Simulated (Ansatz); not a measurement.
# BAs: a single-point run

The task is a single-point run on BAs. The structure is shown as the input types it. The cell is built on a prototype (rocksalt) and needn't be the phase found in nature.

Method: density functional or hybrid calculation with the settings of its input, plane waves (as first typed), in Ansatz 0.2.0.

6 further runs of the same task are left out: 1 for a known fault of the program, 5 that didn't finish.

### Step 1. The starting structure

It takes space group Fm-3m (No. 225, cubic). The conventional cell has a = 4.611 Å, b = 4.611 Å, c = 4.611 Å, α = 90.00°, β = 90.00°, γ = 90.00°. B (site symmetry m-3m) has 6 As at 2.31 Å as nearest neighbours. As (site symmetry m-3m) has 6 B at 2.31 Å as nearest neighbours.

As a file:

```xyz
2
Lattice="0.0000 2.3053 2.3053 2.3053 0.0000 2.3053 2.3053 2.3053 0.0000" Properties=species:S:1:pos:R:3 pbc="T T T"
B     0.0000    0.0000    0.0000
As    2.3053    2.3053    2.3053
```

### Step 2. Running it

Input file input.yaml:

```yaml
crystal:
  lattice:
    - [0.0, 2.3052873216, 2.3052873216]
    - [2.3052873216, 0.0, 2.3052873216]
    - [2.3052873216, 2.3052873216, 0.0]
  atoms:
    - { symbol: B, position: [0.0, 0.0, 0.0] }
    - { symbol: As, position: [0.5, 0.5, 0.5] }
kpoints:
  mp_grid: { grid: [6, 6, 6] }
hamiltonian:
  xc: pbe
  dispersion: d2
scf:
  occupations: { method: fermi_dirac, width: 0.02 }
  n_extra_bands: 4
output:
  forces: true
  stress: true
  eigenvalues: true
```

Launch:

```bash
$ ansatz run input.yaml --threads 4 --pin off --max-ram 3686MiB --backend cpu --events-out ev --progress --plain --runs-dir out
```

**Question.** How will this run end, and is anything wrong with its input?

The program refused the input before any cycle. The line that matters: «line 13 column 15: hamiltonian.dispersion: `d2` is not `none`, `rvv10`, `d3bj`, `d3bjatm`, `d4` or a map `{method: …, s8: …, a1: …, a2_bohr: …}` (numbers without units, a2 in bohr) or `{method: …, functional: …}`»

In the input, hamiltonian.dispersion is d2. The correction's damping is fitted functional by functional, and this pair has no entry.

Remedy: delete hamiltonian.dispersion.
